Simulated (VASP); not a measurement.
MgS (Niningerite):

```
S Mg
1.0
     0.00000    2.60165    2.60165
     2.60165    0.00000    2.60165
     2.60165    2.60165    0.00000
S Mg
1 1
Direct
  0.50000 0.50000 0.50000
  0.00000 0.00000 0.00000
```

Base run:

```yaml
Program: VASP 6.6.1
Functional: HSE03
Potentials_or_basis: VASP PAW PBE potentials, release 64 (S, Mg)
Cutoff: 520 eV
k_mesh: 6 × 6 × 6
Occupations: gaussian, width 0.02 eV
Spin: no spin polarisation
```

Its results: band gap on the k mesh 3.54 eV, indirect (least direct gap 4.59 eV); pressure -0.6 GPa.

Problem. After a change of settings the same cell gave: band gap on the k mesh 3.77 eV, indirect (least direct gap 4.81 eV); pressure -0.7 GPa. Which change was it?
A. functional from HSE03 to r2SCAN-EpsX
B. functional from HSE03 to PBE0
C. functional from HSE03 to HSE06

Solution. C.

Caveats: the PAW data sets were made with another functional, which shifts forces and pressure a little.
